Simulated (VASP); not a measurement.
# SrTiO3 (Tausonite) (Pm-3m) in VASP: further runs

Runs on SrTiO3 (Tausonite). Level: LDA. Tasks: relaxation of cell and atoms.

Program: VASP 6.6.1. These are calculated values, not measurements. Logs are shortened: lines on timing, memory, paths and dates and some standing lists are left out, and cuts for length are marked.

### Step 1. The structure

It takes space group Pm-3m (No. 221, cubic). The conventional cell has a = 3.860 Å, b = 3.860 Å, c = 3.860 Å, α = 90.00°, β = 90.00°, γ = 90.00°. Sr (site symmetry m-3m) is surrounded by 12 O at 2.73 Å. Ti (site symmetry m-3m) has 6 O at 1.93 Å as nearest neighbours. O (site symmetry 4/mmm) is surrounded by 2 Ti at 1.93 Å.

### Step 2. Relaxation of cell and atoms, LDA

File INCAR:

```
  PREC = Accurate
  ENCUT = 600
  EDIFF = 1E-7
  ISMEAR = 0
  SIGMA = 0.03
  LREAL = False
  LASPH = True
  NELM = 80
  ALGO = Normal
  ISIF = 3
  LWAVE = False
  LCHARG = False
  IBRION = 2
  NSW = 90
  EDIFFG = -0.005
  KPAR = 2
```

File KPOINTS:

```
Automatic mesh
0
Gamma
  8 8 8
```

File POSCAR:

```
SrTiO3                                  
1.0
    3.8601041381      0.0000000000      0.0000000000
    0.0000000000      3.8601041381      0.0000000000
   -0.0000000000      0.0000000000      3.8601041381
  Sr              Ti              O             
     1     1     3
Direct
     0.5000000000000000    0.5000000000000000    0.5000000000000000
     0.0000000000000000    0.0000000000000000    0.0000000000000000
     0.5000000000000000    0.0000000000000000    0.0000000000000000
     0.0000000000000000    0.5000000000000000    0.0000000000000000
     0.0000000000000000    0.0000000000000000    0.5000000000000000
```

Potentials or basis: VASP PAW LDA potentials, release 64 (Sr_sv, Ti_sv, O).

Started as:

```console
$ cat potpaw_LDA.64/Sr_sv/POTCAR potpaw_LDA.64/Ti_sv/POTCAR potpaw_LDA.64/O/POTCAR > POTCAR
$ mpirun -np 2 vasp_std > vasp.out
```

OUTCAR:

```text
PREC = Accurate
   ENCUT = 600
   EDIFF = 1E-7
   ISMEAR = 0
   LREAL = False
   LASPH = True
   NELM = 80
   ISIF = 3
   IBRION = 2
   NSW = 90
   EDIFFG = -0.005

 ion  position               nearest neighbor table
   1  0.500  0.500  0.500-   3 2.73   4 2.73   5 2.73   3 2.73   4 2.73   3 2.73   5 2.73   3 2.73
                             4 2.73   5 2.73   4 2.73   5 2.73   2 3.34   2 3.34   2 3.34   2 3.34
   2  0.000  0.000  0.000-   3 1.93   4 1.93   5 1.93   5 1.93   4 1.93   3 1.93   1 3.34   1 3.34
                             1 3.34   1 3.34   1 3.34   1 3.34   1 3.34   1 3.34
   3  0.500  0.000  0.000-   2 1.93   2 1.93   1 2.73   1 2.73   1 2.73   1 2.73
   4  0.000  0.500  0.000-   2 1.93   2 1.93   1 2.73   1 2.73   1 2.73   1 2.73
   5  0.000  0.000  0.500-   2 1.93   2 1.93   1 2.73   1 2.73   1 2.73   1 2.73

  LATTYP: Found a simple cubic cell.
 ALAT       =     3.8601041381

  Lattice vectors:

 A1 = (   3.8601041381,   0.0000000000,   0.0000000000)
 A2 = (   0.0000000000,   3.8601041381,   0.0000000000)
 A3 = (   0.0000000000,   0.0000000000,   3.8601041381)

Analysis of symmetry for initial positions (statically):
=====================================================================
 Subroutine PRICEL returns:
 Original cell was already a primitive cell.

 Routine SETGRP: Setting up the symmetry group for a
 simple cubic supercell.

 Subroutine GETGRP returns: Found 48 space group operations
 (whereof 48 operations were pure point group operations)
 out of a pool of 48 trial point group operations.

The static configuration has the point symmetry O_h .

Analysis of symmetry for dynamics (positions and initial velocities):
=====================================================================
 Subroutine PRICEL returns:
 Original cell was already a primitive cell.

 Routine SETGRP: Setting up the symmetry group for a
 simple cubic supercell.

 Subroutine GETGRP returns: Found 48 space group operations
 (whereof 48 operations were pure point group operations)
 out of a pool of 48 trial point group operations.

The dynamic configuration has the point symmetry O_h .

 Subroutine INISYM returns: Found 48 space group operations
 (whereof 48 operations are pure point group operations),
 and found     1 'primitive' translations

----------------------------------------------------------------------------------------

                                     Primitive cell

  volume of cell :      57.5171

  direct lattice vectors                    reciprocal lattice vectors
     3.860104138  0.000000000  0.000000000     0.259060368  0.000000000  0.000000000
     0.000000000  3.860104138  0.000000000     0.000000000  0.259060368  0.000000000
     0.000000000  0.000000000  3.860104138     0.000000000  0.000000000  0.259060368

  length of vectors
     3.860104138  3.860104138  3.860104138     0.259060368  0.259060368  0.259060368

  position of ions in fractional coordinates (direct lattice)
     0.500000000  0.500000000  0.500000000
     0.000000000  0.000000000  0.000000000
     0.500000000  0.000000000  0.000000000
     0.000000000  0.500000000  0.000000000
     0.000000000  0.000000000  0.500000000

  ion indices of the primitive-cell ions
   primitive index   ion index
                 1           1
                 2           2
                 3           3
                 4           4
                 5           5

----------------------------------------------------------------------------------------

 KPOINTS: Automatic mesh

Automatic generation of k-mesh.
 Grid dimensions read from file:
 generate k-points for:    8    8    8

 Generating k-lattice:

  Cartesian coordinates                     Fractional coordinates (reciprocal lattice)
     0.032382546  0.000000000  0.000000000     0.125000000  0.000000000  0.000000000
     0.000000000  0.032382546  0.000000000     0.000000000  0.125000000  0.000000000
     0.000000000  0.000000000  0.032382546     0.000000000  0.000000000  0.125000000

  Length of vectors
     0.032382546  0.032382546  0.032382546

  Shift w.r.t. Gamma in fractional coordinates (k-lattice)
     0.000000000  0.000000000  0.000000000

 Subroutine IBZKPT returns following result:
 ===========================================

 Found     35 irreducible k-points:

 Following reciprocal coordinates:
            Coordinates               Weight
  0.000000  0.000000  0.000000      1.000000
  0.125000  0.000000  0.000000      6.000000
  0.250000  0.000000  0.000000      6.000000
  0.375000  0.000000  0.000000      6.000000
  0.500000  0.000000  0.000000      3.000000
  0.125000  0.125000  0.000000     12.000000
[... 16 lines left out ...]
  0.375000  0.375000  0.125000     24.000000
  0.500000  0.375000  0.125000     24.000000
 [... further k-points ...]
   k-points           NKPTS =     35   k-points in BZ     NKDIM =     35   number of bands    NBANDS=     24
   number of dos      NEDOS =    301   number of ions     NIONS =      5
   total plane-waves  NPLWV =  32768
   dimension x,y,z NGX =    32 NGY =   32 NGZ =   32
   dimension x,y,z NGXF=    64 NGYF=   64 NGZF=   64
   ions per type =               1   1   3
   NGX,Y,Z   is equivalent  to a cutoff of  13.78, 13.78, 13.78 a.u.
   NGXF,Y,Z  is equivalent  to a cutoff of  27.56, 27.56, 27.56 a.u.
 SYSTEM =  unknown system
   PREC   = accura    normal or accurate (medium, high low for compatibility)
   ISTART =      0    job   : 0-new  1-cont  2-samecut
   ICHARG =      2    charge: 1-file 2-atom 10-const
   ISPIN  =      1    spin polarized calculation?
   LNONCOLLINEAR =      F non collinear calculations
   LSORBIT =      F    spin-orbit coupling
   LASPH  =      T    aspherical Exc in radial PAW
   ENCUT  =  600.0 eV  44.10 Ry    6.64 a.u.   7.71  7.71  7.71*2*pi/ulx,y,z
   NELM   =     80;   NELMIN=  2; NELMDL= -5     # of ELM steps
   EDIFF  = 0.1E-06   stopping-criterion for ELM
   LREAL  =      F    real-space projection
   EDIFFG = -.5E-02   stopping-criterion for IOM
   NSW    =     90    number of steps for IOM
   IBRION =      2    ionic relax: 0-MD 1-quasi-New 2-CG
   NFREE  =      1    steps in history (QN), initial steepest desc. (CG)
   ISIF   =      3    stress and relaxation
   ISYM   =      2    0-nonsym 1-usesym 2-fastsym
   POTIM  = 0.5000    time-step for ionic-motion
   TEBEG  =    0.0;   TEEND  =   0.0 temperature during run
   PSTRESS=    0.0 pullay stress
   NELECT =      40.0000    total number of electrons
   NUPDOWN=      -1.0000    fix difference up-down
   EMIN   =  10.00;   EMAX   =-10.00  energy-range for DOS
   EFERMI =   0.00;   METHOD = LEGACY
   ISMEAR =     0;   SIGMA  =   0.03  broadening in eV -4-tet -1-fermi 0-gaus
   EFERMI_NEDOS =   21; number of points for ismear=-14 and -15
   IALGO  =     38    algorithm
   IMIX   =      4    mixing-type and parameters
     AMIX     =   0.40;   BMIX     =  1.00
     AMIX_MAG =   1.60;   BMIX_MAG =  1.00
  volume/ion in A,a.u.               =      11.50        77.63
  Fermi-wavevector in a.u.,A,eV,Ry     =   1.450427  2.740909 28.623091  2.103738
  Thomas-Fermi vector in A             =   2.568040
   LORBIT       =      0    0 simple, 1 ext, 2 COOP (PROOUT), +10 PAW based schemes
   GGA     = CA    functional components
   LHFCALC =     F    Hartree Fock is set to
   AEXX    =    0.0000 exact exchange contribution
   IVDW    =     0    specifies the selected vdW correction
   LEPSILON=     F    determine dielectric tensor
   LRPA    =     F    only Hartree local field effects (RPA)
 conjugate gradient relaxation of ions
 non-spin polarized calculation
 Gauss-broadening in eV      SIGMA  =   0.03
  energy-cutoff  :      600.00
  volume of cell :       57.52
 maximum number of plane-waves:      1936
 NGX is ok and might be reduce to    32
   NGX = 15   NGY = 15   NGZ = 15

 number of electron      39.9999996 magnetization

 Free energy of the ion-electron system (eV)
  ---------------------------------------------------
  ext. energy  EPLUGINS =         0.00000000
  ---------------------------------------------------
  free energy    TOTEN  =       -44.18468012 eV

  energy without entropy =      -44.18468012  energy(sigma->0) =      -44.18468012

 E-fermi :   4.3073     XC(G=0): -11.9768

 val. band max:        4.1688796103   @ k =   0.5000   0.5000   0.5000
 cond. band min:       5.9781138169   @ k =   0.0000   0.0000   0.0000
 fundamental gap:      1.8092342066
 Fermi energy:         4.3073003553

 k-point     1 :       0.0000    0.0000    0.0000
  band No.  band energies     occupation
      1     -51.4172      2.00000
      2     -28.2230      2.00000
      3     -28.0946      2.00000
      4     -28.0946      2.00000
      5     -28.0946      2.00000
      6     -13.0889      2.00000
[... 16 lines left out ...]
     23       5.9781      0.00000
     24       8.7421      0.00000

 k-point     2 :       0.1250    0.0000    0.0000
  band No.  band energies     occupation
      1     -51.4168      2.00000
      2     -28.2401      2.00000
      3     -28.0940      2.00000
      4     -28.0940      2.00000
      5     -28.0857      2.00000
      6     -13.1027      2.00000
[... 16 lines left out ...]
     23       6.3662      0.00000
     24       8.7573      0.00000

 k-point     3 :       0.2500    0.0000    0.0000
  band No.  band energies     occupation
      1     -51.4161      2.00000
      2     -28.2773      2.00000
      3     -28.0927      2.00000
      4     -28.0927      2.00000
      5     -28.0680      2.00000
      6     -13.1946      2.00000
[... 16 lines left out ...]
     23       7.1420      0.00000
     24       8.7733      0.00000

 k-point     4 :       0.3750    0.0000    0.0000
  band No.  band energies     occupation
      1     -51.4154      2.00000
      2     -28.3115      2.00000
      3     -28.0913      2.00000
      4     -28.0913      2.00000
      5     -28.0530      2.00000
      6     -13.3283      2.00000
[... 16 lines left out ...]
     23       7.8212      0.00000
     24       8.7814      0.00000

 k-point     5 :       0.5000    0.0000    0.0000
  band No.  band energies     occupation
      1     -51.4151      2.00000
      2     -28.3252      2.00000
      3     -28.0908      2.00000
      4     -28.0908      2.00000
      5     -28.0472      2.00000
      6     -13.3877      2.00000
[... 16 lines left out ...]
     23       8.0901      0.00000
     24       8.7838      0.00000

 k-point     6 :       0.1250    0.1250    0.0000
  band No.  band energies     occupation
      1     -51.4166      2.00000
      2     -28.2487      2.00000
      3     -28.1069      2.00000
      4     -28.0935      2.00000
      5     -28.0721      2.00000
      6     -13.0944      2.00000
[... 16 lines left out ...]
     23       6.6024      0.00000
     24       8.9979      0.00000
[... 379 lines left out ...]
 k-point    21 :       0.3750    0.2500    0.1250
  band No.  band energies     occupation
      1     -51.4141      2.00000
      2     -28.2640      2.00000
      3     -28.1401      2.00000
      4     -28.1048      2.00000
      5     -28.0751      2.00000
      6     -12.9251      2.00000
[... 16 lines left out ...]
     23       8.0058      0.00000
     24      10.0512      0.00000

 k-point    22 :       0.5000    0.2500    0.1250
  band No.  band energies     occupation
      1     -51.4139      2.00000
      2     -28.2688      2.00000
      3     -28.1341      2.00000
      4     -28.1018      2.00000
      5     -28.0870      2.00000
      6     -12.9333      2.00000
[... 16 lines left out ...]
     23       8.2253      0.00000
     24      10.0628      0.00000

 k-point    23 :       0.3750    0.3750    0.1250
  band No.  band energies     occupation
      1     -51.4134      2.00000
      2     -28.2336      2.00000
      3     -28.1652      2.00000
      4     -28.1080      2.00000
      5     -28.0970      2.00000
      6     -12.6782      2.00000
[... 16 lines left out ...]
     23       8.2963      0.00000
     24      10.2462      0.00000

 k-point    24 :       0.5000    0.3750    0.1250
  band No.  band energies     occupation
      1     -51.4132      2.00000
      2     -28.2228      2.00000
      3     -28.1647      2.00000
      4     -28.1239      2.00000
      5     -28.1005      2.00000
      6     -12.5820      2.00000
[... 16 lines left out ...]
     23       8.4580      0.00000
     24      10.2809      0.00000

 [... further k-points ...]

------------------------ aborting loop because EDIFF is reached ----------------------------------------

  FORCE on cell =-STRESS in cart. coord.  units (eV):
  Direction    XX          YY          ZZ          XY          YZ          ZX
  --------------------------------------------------------------------------------------
  -------------------------------------------------------------------------------------
  Total       -0.0166959     -0.0166959     -0.0166959     -0.0000000      0.0000000     -0.0000000
  in kB       -0.4650743     -0.4650743     -0.4650743     -0.0000000      0.0000000     -0.0000000
  external PRESSURE =      -0.4650743 kB  Pullay stress =       0.0000000 kB

 VOLUME and BASIS-vectors are now :
 -----------------------------------------------------------------------------
  energy-cutoff  :      600.00
  volume of cell :       57.52
      direct lattice vectors                 reciprocal lattice vectors
     3.860104138  0.000000000  0.000000000     0.259060368  0.000000000  0.000000000
     0.000000000  3.860104138  0.000000000     0.000000000  0.259060368  0.000000000
     0.000000000  0.000000000  3.860104138     0.000000000  0.000000000  0.259060368

 POSITION                                       TOTAL-FORCE (eV/Angst)
 -----------------------------------------------------------------------------------
      1.93005      1.93005      1.93005         0.000000      0.000000      0.000000
      0.00000      0.00000      0.00000         0.000000      0.000000      0.000000
      1.93005      0.00000      0.00000         0.000000      0.000000      0.000000
      0.00000      1.93005      0.00000         0.000000      0.000000      0.000000
      0.00000      0.00000      1.93005         0.000000      0.000000      0.000000
 -----------------------------------------------------------------------------------
    total drift:                                0.000000      0.000000     -0.000000

  FREE ENERGIE OF THE ION-ELECTRON SYSTEM (eV)
  ---------------------------------------------------
  free  energy   TOTEN  =       -44.1846801169 eV

  energy  without entropy=      -44.1846801169  energy(sigma->0) =      -44.18468012

 reached required accuracy - stopping structural energy minimisation
```

It took 20 s on 2 MPI ranks of Intel Xeon Platinum 8488C (Sapphire Rapids), shared host; peak memory 0.19 GiB.

Results:

- Free energy: -44.1847 eV
- Pressure after relaxing: 0.0 GPa
- Band gap on the k mesh: 1.81 eV, indirect (least direct gap 2.15 eV)

Final structure:
```
Sr Ti O
1.0
     3.86010    0.00000    0.00000
     0.00000    3.86010    0.00000
     0.00000    0.00000    3.86010
Sr Ti O
1 1 3
Cartesian
  1.9301 1.9301 1.9301
  0.0000 0.0000 0.0000
  1.9301 0.0000 0.0000
  0.0000 1.9301 0.0000
  0.0000 0.0000 1.9301
```

Levels at points of the mesh, in eV from the valence-band top:
| k point | band 18 | band 19 | band 20 | band 21 | band 22 | band 23 |
| --- | --- | --- | --- | --- | --- | --- |
| (0.00, 0.00, 0.00) | -0.34 | -0.34 | -0.34 | 1.81 | 1.81 | 1.81 |
| (0.50, 0.00, 0.00) | -2.16 | -0.73 | -0.73 | 2.01 | 3.92 | 3.92 |
| (0.50, 0.50, 0.00) | -1.62 | -1.62 | -0.10 | 3.93 | 3.93 | 4.39 |
| (0.50, 0.50, 0.50) | 0.00 | 0.00 | 0.00 | 4.65 | 4.65 | 4.65 |

Caveat: the relaxation stopped at its first step, so nothing moved. LDA gaps usually lie below the measured ones, often by a third to a half.

(Continued in part 2 of 2.)
